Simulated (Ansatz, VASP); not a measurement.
**KCl (Sylvite) in VASP and in Ansatz**

Contents of POSCAR:

```
KCl
1.0
    0.0000000000      3.1464700000      3.1464700000
    3.1464700000      0.0000000000      3.1464700000
    3.1464700000      3.1464700000      0.0000000000
K Cl
1 1
Direct
    0.0000000000      0.0000000000      0.0000000000
    0.5000000000      0.5000000000      0.5000000000
```

The input INCAR.step1:

```
ALGO = Normal
EDIFF = 1E-4
ENCUT = 520
GGA = PE
ISMEAR = -1
LASPH = True
LCHARG = False
LREAL = False
LWAVE = True
NBANDS = 15
NELM = 60
PREC = Accurate
SIGMA = 0.05
```

Contents of INCAR.step2:

```
ALGO = Normal
EDIFF = 1E-7
ENCUT = 520
ISIF = 2
ISMEAR = -1
ISTART = 1
LASPH = True
LCHARG = False
LMIXTAU = True
LREAL = False
LWAVE = False
METAGGA = R2SCAN
NBANDS = 15
NELM = 60
PREC = Accurate
SIGMA = 0.05
```

Contents of KPOINTS:

```
k-points
0
Gamma
  7 7 7
```

Contents of input.yaml:

```yaml
crystal:
  lattice:
    - [0.0, 3.14647, 3.14647]
    - [3.14647, 0.0, 3.14647]
    - [3.14647, 3.14647, 0.0]
  atoms:
    - { symbol: K, position: [0.0, 0.0, 0.0] }
    - { symbol: Cl, position: [0.5, 0.5, 0.5] }
hamiltonian:
  xc: r2scan
  pseudopotentials: { kind: paw }
kpoints:
  mp_grid: { grid: [7, 7, 7] }
  band_path:
    path:
      - [[0.0, 0.0, 0.0], [0.5, 0.0, 0.5], [0.5, 0.25, 0.75], [0.375, 0.375, 0.75], [0.0, 0.0, 0.0], [0.5, 0.5, 0.5], [0.625, 0.25, 0.625], [0.5, 0.25, 0.75], [0.5, 0.5, 0.5], [0.375, 0.375, 0.75]]
      - [[0.625, 0.25, 0.625], [0.5, 0.0, 0.5]]
    npoints: 14
scf:
  occupations: { method: fermi_dirac, width: 0.05 }
  n_extra_bands: 6
output:
  forces: true
  stress: true
  eigenvalues: true
  fatbands: false
```

Alike in both runs: functional r2SCAN; k mesh 7 × 7 × 7; occupations fermi-dirac, width 0.05 eV; no spin polarisation.

|  | VASP | Ansatz |
| --- | --- | --- |
| version | VASP 6.6.1 | Ansatz 0.2.0 |
| potentials or method | VASP PAW PBE potentials, release 64 (K_sv, Cl) | Ansatz PAW |
| plane-wave cutoff (eV) | 520 | 500 |
| valence electrons in the cell | 16 | 16 |
| task | single point | band structure |

```tsv
	VASP	Ansatz	Ansatz less VASP
gap on the k mesh at the Fermi level (eV)	5.83	5.83	-0.004
least direct gap on the mesh (eV)	5.83	5.83	-0.004
pressure (GPa)	0.0	0.0	+0.03
```

Caveats: the PAW data sets were made with another functional, which shifts forces and pressure a little (VASP); an odd mesh through Γ misses points on the zone boundary, where band edges often lie (VASP); the PAW data sets come from PBE, with cores solved anew for the run's functional, which leaves a small shift of forces and pressure (Ansatz). r2SCAN opens gaps a little over a GGA but as a rule still falls short of measured ones.
